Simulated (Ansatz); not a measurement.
H2 on a (100) slab of ZnO (P6_3mc (No. 186)), 6 planes, outer planes ZnO (top) and ZnO (bottom), 1 a cell of 34.2 Å², relaxed and still whole (its atoms last):

```
CELL_PARAMETERS angstrom
6.50949 0.00000 0.00000
0.00000 5.25642 0.00000
0.00000 0.00000 25.06825
ATOMIC_POSITIONS crystal
Zn 0.50000 0.99838 0.31913
Zn 0.00000 0.99838 0.31913
O 0.50000 0.61952 0.31913
O 0.00000 0.61952 0.31913
Zn 0.75000 0.49838 0.35661
Zn 0.25000 0.49838 0.35661
O 0.75000 0.11952 0.35661
O 0.25000 0.11952 0.35661
Zn 0.75000 0.99838 0.43157
Zn 0.25000 0.99838 0.43157
O 0.75000 0.61952 0.43157
O 0.25000 0.61952 0.43157
Zn 0.00004 0.49434 0.46640
Zn 0.49997 0.49436 0.46639
O 0.00002 0.11704 0.46839
O 0.49999 0.11706 0.46838
Zn 0.00053 0.99540 0.54730
Zn 0.49970 0.99545 0.54727
O 0.00030 0.61761 0.54374
O 0.49990 0.61766 0.54373
Zn 0.25013 0.45866 0.56830
Zn 0.75007 0.45936 0.56802
O 0.25013 0.11019 0.58083
O 0.75013 0.11037 0.58051
H 0.70932 0.16602 0.67672
H 0.69470 0.21105 0.70506
```

These are results of Ansatz, DFT PBE+D3(BJ), scalar-relativistic, plane waves, PAW, not measurements. Plane waves to 420 eV, a k mesh through Γ of 3×3×1 on the computed 26-atom cell and Gaussian smearing (0.05 eV); no spin polarisation. The cell repeats along c with a dipole correction in the vacuum.

It binds with 0.08 eV a molecule against the clean slab and the free molecule (no zero-point or thermal terms); its shortest contact is H–O 2.44 Å. Take first-order desorption with no barrier to adsorption, no reaction on the face and an assumed prefactor of 10^13 s⁻¹.

Problem. How long does a molecule stay at 400 K?

Solution. τ = ν⁻¹·exp(E/k_BT) with k_BT = 0.0345 eV: E/k_BT = 2.3, so τ ≈ 1×10^-12 s. At about one hit a site a second (10⁻⁶ mbar) the coverage is near τ × 1 s⁻¹, so a layer needs more than atmospheric pressure.

Problem. Where does its peak lie in a desorption experiment heated at 2 K/s?

Solution. The peak obeys E/(k_B·T_p²) = (ν/β)·exp(−E/k_BT_p). Solving gives T_p ≈ 32 K (E/k_BT_p = 29.3). An error of 0.1 eV in E moves it by about 40 K, and larger molecules have larger prefactors, which lowers it.

Problem. Is this physisorption or chemisorption?

Solution. The tightest contact, H–Zn 3.14 Å, is 2.05 times the sum of covalent radii, and deformation and lateral interaction add up to 0.00 eV; under 0.01 e cross the plane between them. This is physisorption.

The clean reference is an ideal cut relaxed in this small cell. Real faces with dangling bonds reconstruct or are passivated, and a lower clean face would weaken the binding, shorten τ and lower T_p.